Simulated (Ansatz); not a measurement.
Crystal: Sc.

```
Sc
1.0
    -1.91721    1.91721    1.71760
     1.91721   -1.91721    1.71760
     1.91721    1.91721   -1.71760
Sc
1
Direct
  0.00000 0.00000 0.00000
```

This isn't the form of Sc at room conditions, which is hcp.

Program: Ansatz 0.2.0. Alike in all runs: cell as given; k mesh 10 × 10 × 10. Hardware: 1 thread of AMD EPYC 9B45 (Zen 5), with other jobs on the host.

Q: Order these runs on this cell by their wall time, lowest first.
A. task band structure; level PBEsol+D4; potentials or basis SSSP efficiency PAW; spin non-collinear, program default start; cutoff (eV) 1225; smearing fermi-dirac 0.1 eV; points for each segment of the path 14
B. task electrostatic potential; level PBEsol+D3(BJ)+U; potentials or basis Ansatz PAW; spin SOC, no magnetisation; U Sc d U = 5.0 eV; cutoff (eV) 420; smearing tetrahedron; double counting fll; hubbard projectors ortho-atomic (the default); other keys hamiltonian.pseudopotentials = kind paw_fr; …
C. task electron localisation function; level r2SCAN+rVV10; potentials or basis Ansatz PAW; spin off; cutoff (eV) 500; smearing methfessel-paxton 0.05 eV; other keys scf.n_extra_bands = 8

A: C (2.6 s), B (5.7 s), A (14 s).

Caveats: U without spin polarisation on a metal has little footing (some runs); the U is typed as a test and isn't derived for this compound (some runs); with tetrahedron occupations forces and stress needn't match the slope of the energy (some runs).
